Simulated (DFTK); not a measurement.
The system is SrO.

```
Sr O
1.0
     0.00000    2.56630    2.56630
     2.56630    0.00000    2.56630
     2.56630    2.56630    0.00000
Sr O
1 1
Direct
  0.50000 0.50000 0.50000
  0.00000 0.00000 0.00000
```

Base run:

| Property | Result |
| --- | --- |
| Program | DFTK 0.8.2 |
| Functional | PBEsol |
| Potentials or basis | SG15 1.2 (PBE) |
| Cutoff | 952 eV |
| k mesh | 9 × 9 × 9 |
| Occupations | fermi-dirac, width 0.05 eV |
| Spin | no spin polarisation |

Its results: band gap on the k mesh 3.25 eV, indirect (least direct gap 3.33 eV).

Problem. After a change of settings the same cell gave: band gap on the k mesh 4.90 eV, indirect (least direct gap 4.98 eV). Which change was it?
A. functional from PBEsol to PBE; potentials or basis from SG15 1.2 (PBE) to SPMS 1.0 (PBE); cutoff from 952 eV to 816 eV
B. functional from PBEsol to HSE06; k mesh from 9 × 9 × 9 to 2 × 2 × 2
C. functional from PBEsol to r2SCAN; cutoff from 952 eV to 1225 eV; k mesh from 9 × 9 × 9 to 7 × 7 × 7
D. potentials or basis from SG15 1.2 (PBE) to dojo.nc.sr.pbesol.v0_4_1.standard.upf (PBEsol); cutoff from 952 eV to 1143 eV

Solution. B.

Caveats: some runs use coarse meshes; this program's HSE differs a little from the usual definition (some runs).

Not every run made on this cell is shown here.
